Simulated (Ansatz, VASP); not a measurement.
**One calculation of Mo, two programs**

```
Mo
1.0
     0.00000    1.98777    1.98777
     1.98777    0.00000    1.98777
     1.98777    1.98777    0.00000
Mo
1
Cartesian
  0.0000 0.0000 0.0000
```

Change from the starting cell: volume scaled by 0.96.

Alike in both runs: task single point; functional BLYP; dispersion D4; k mesh 8 × 8 × 8; occupations gaussian, width 0.15 eV; non-collinear spin, spin-orbit coupling.

```csv
,VASP,Ansatz
version,VASP 6.6.1,Ansatz 0.2.0
potentials or method,"VASP PAW PBE potentials, release 64 (Mo_sv), cutoff 520 eV","all-electron LAPW, relativistic spinors"
```

Ansatz gave:

- gap on the k mesh at the Fermi level (eV): none
- pressure (GPa): 2.4
- net moment per atom (μB): 0.00
- dispersion energy (meV/atom): -1159.7

Task: What did VASP give for the same quantities?

Result: gap on the k mesh at the Fermi level (eV): none; pressure (GPa): 3.2; net moment per atom (μB): 0.00; dispersion energy (meV/atom): -1159.6.

A gap of «none» marks a metal or a gap that the smearing closes. Ansatz ran all-electron here, so the differences hold the error of VASP's frozen core and of both bases.

Caveats: the PAW data sets were made with another functional, which shifts forces and pressure a little (VASP); the k mesh is thin for a metal, which can move the energy by tens of meV per atom (Ansatz); pairwise dispersion overbinds metals, which lowers pressure and volume (Ansatz).
